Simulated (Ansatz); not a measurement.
# TePt in Ansatz: the effect of functional

Crystal: TePt.

```xyz
4
Lattice="1.9947 1.1516 6.7051 -1.9947 1.1516 6.7051 0.0000 -2.3033 6.7051" Properties=species:S:1:pos:R:3 pbc="T T T"
Pt    0.0000    0.0000    2.6083
Pt    0.0000    0.0000   17.5071
Te    0.0000    0.0000    8.0864
Te    0.0000    0.0000   12.0290
```

The cell isn't the ideal one: volume scaled by 1.02.

Alike in all runs:

| Quantity | Value |
| --- | --- |
| Program | Ansatz 0.2.0 |
| Task | single point |
| Potentials or basis | Ansatz PAW |
| k mesh | 8 × 8 × 8 |
| Occupations | fermi-dirac, width 0.05 eV |
| Spin | no spin polarisation |

```csv
functional,cutoff,pressure (GPa),largest force (eV/Å)
LDA,420 eV (not typed: the program's choice for these potentials),-5.2,0.31
PBEsol,420 eV (not typed: the program's choice for these potentials),-2.8,0.18
r2SCAN,500 eV (not typed: the program's choice for these potentials),?,?
```

What does the run with functional r2SCAN give?

Pressure 0.0 GPa; largest force 0.12 eV/Å.

Caveats: the PAW data sets come from PBE, with cores solved anew for the run's functional, which leaves a small shift of forces and pressure.

Runs at the PBE level aren't shown here.
